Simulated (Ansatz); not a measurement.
**Structure optimisation: indium, omega (AlB2-type)**

The calculation used Ansatz, DFT, RPBE, plane waves (420 eV) with PAW, scalar-relativistic. (PAW data from PBE, frozen cores regenerated.)

k-point mesh 7×7×10, Fermi-Dirac smearing 0.1 eV, no spin polarisation. Cell and atoms relax.

Starting structure:

```
In
1.0
     5.28646    0.00000    0.00000
    -2.64323    4.57821    0.00000
     0.00000    0.00000    3.24060
In
3
Direct
  0.00000 0.00000 0.00000
  0.33333 0.66667 0.50000
  0.66667 0.33333 0.50000
```

The pressure at the start is 4.4 GPa. By how much does the volume change?

From 26.14 to 29.27 Å³ per atom, 12.0 %. The final cell has a = 5.465 Å, c = 3.395 Å (c/a = 0.621).

How much energy does the relaxation gain?

37.7 meV per atom.

Path of the relaxation (the plane waves are chosen anew near the end, which can shift the energy a little):

```csv
step,E − E(final) (meV/atom),V (Å³/atom),P (GPa),max force (eV/Å)
0,37.74,26.144,4.36,0.000
1,0.94,29.048,0.21,0.000
2,0.75,29.219,0.04,0.000
3,0.74,29.273,0.00,0.000
4,0.00,29.273,-0.03,0.000
```
